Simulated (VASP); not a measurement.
Set up this calculation in VASP 6.6.1, as the native input.

```yaml
Task: single point
Functional: PBE
Potentials_or_basis: VASP PAW PBE potentials, release 64 (Si)
Cutoff: 520 eV
k_mesh: 8 × 8 × 8
Occupations: gaussian, width 0.011 eV
Spin: no spin polarisation
Further_INCAR_settings: ALGO = Fast; EDIFF = 1e-06
```

The structure of Si lies in POSCAR:

```
Si
1.0
    0.0000000000      2.7218511865      2.7218511865
    2.7218511865      0.0000000000      2.7218511865
    2.7218511865      2.7218511865      0.0000000000
Si
2
Direct
    0.5000000000      0.5000000000      0.5000000000
    0.7500000000      0.7500000000      0.7500000000
```

The input as run:

INCAR

```
  ALGO = Fast
  EDIFF = 1E-6
  ENCUT = 520
  GGA = PE
  ISIF = 2
  ISMEAR = 0
  LASPH = True
  LCHARG = True
  LELF = True
  LREAL = False
  LVHAR = True
  LWAVE = False
  NELM = 80
  PREC = Accurate
  SIGMA = 0.011
```

KPOINTS

```
k-points
0
Gamma
  8 8 8
```

Potentials or basis: VASP PAW PBE potentials, release 64 (Si).

The run is started by

```sh
$ cat potpaw_PBE.64/Si/POTCAR > POTCAR
$ mpirun -np 1 vasp_std > vasp.out
```

Results of the run:

The pressure is 1.3 GPa. The band gap on the k mesh is 0.63 eV, indirect (least direct gap 2.56 eV).

It took 11 s on 1 thread of Intel(R) Xeon(R) Platinum 8488C (Sapphire Rapids), on a shared host, peak memory 0.15 GiB.
